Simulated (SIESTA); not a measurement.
Runs of SIESTA 5.4.2 on K. The cell holds a slab with vacuum, 5 atoms: a = 4.786 Å, b = 4.786 Å, c = 30.517 Å, α = 90.00°, β = 90.00°, γ = 120.00°. The slab is cut from a database's or a generator's crystal, which needn't be the stable form of the element.

```csv
potentials or basis,gap on the mesh (eV),largest force (eV/Å),work function (eV)
"SPMS 1.0 (PBE files) or PseudoDojo by element, DZP (energy shift 0.003 Ry; two zetas on semicore shells; d shell added on K)",none,(b),2.09
"Ansatz (PBE files), DZP (energy shift 0.003 Ry; two zetas on semicore shells; d shell added on K)",none,0.03,2.00
"SG15 1.2 (PBE files) or PseudoDojo by element, DZP (energy shift 0.003 Ry; two zetas on semicore shells; d shell added on K)",none,0.03,(a)
"PseudoDojo 0.5 standard (PBE files), DZP (energy shift 0.003 Ry; two zetas on semicore shells; d shell added on K)",none,0.03,2.01
```

Alike in all rows: task single point; level PBE; no spin polarisation; cell as given; k mesh 7 × 7 × 1; smearing fermi-dirac 0.05 eV; grid cutoff 800 Ry; energy shift 0.003 Ry.

Question: Fill in the values left out.

Answer: (a) 1.98; (b) 0.04.

Caveats: the basis of atomic orbitals isn't converged, which shifts pressures, moduli and gaps.

A k mesh can miss the band edges.

A gap of «none» marks a metal or a gap under the smearing width.

Not every run made on this cell is shown here.
